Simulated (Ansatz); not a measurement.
# SrO (Fm-3m): the equilibrium volume, part 2 of 2

At what volume is SrO (Fm-3m) free of pressure?

Ansatz 0.2.0; DFT PBE, scalar-relativistic, plane waves, PAW. Earlier steps stand in the parts before.

### Step 5. Summary of results

This closing draws on all 2 parts. Changes of volume or cell count from the first structure of part 1.

| quantity | value |
| --- | --- |
| volume | 17.524 Å³/atom |
| pressure | 0.01 GPa |
| conventional cell | a = 5.195 Å, b = 5.195 Å, c = 5.195 Å, α = 90.00°, β = 90.00°, γ = 90.00° |
| gap on the mesh | 3.33 eV |

**Reading.** From the first run shown, the volume went from 17.25 to 17.52 Å³/atom (+1.6 %) in 2 runs, where the pressure is zero within 0.01 GPa.

These are semilocal Kohn-Sham gaps, which aren't the measured quantity. Such gaps usually fall short of the measured ones.
